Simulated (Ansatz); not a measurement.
Te (sc type), DFT, PBE, norm-conserving pseudopotentials, Ansatz's default files, scalar-relativistic (Ansatz 0.2.0), on 1 thread of Arm Neoverse V2 (shared host).

Command: `ansatz run input.yaml --threads 1 --pin off --max-ram 2048MiB --backend cpu --events-out ev --progress --plain --runs-dir out`

```yaml
crystal:
  lattice:
    - [3.2024557246, 0.0, 0.0]
    - [0.0, 3.2024557246, 0.0]
    - [0.0, 0.0, 3.2024557246]
  atoms:
    - { symbol: Te, position: [0.0, 0.0, 0.0] }
kpoints:
  mp_grid: { grid: [12, 12, 12] }
scf:
  occupations: { method: fermi_dirac, width: 0.08 }
hamiltonian:
  xc: pbe
  pseudopotentials: { kind: nc }
output:
  forces: true
  stress: true
  eigenvalues: true
```

How large is the problem that the program sets up?

84 irreducible k-points, 2801 plane waves at Γ, 12 bands.

About how long does it take?

6.6 s of wall time for 6 SCF iterations. Times on shared machines scatter by tens of per cent.
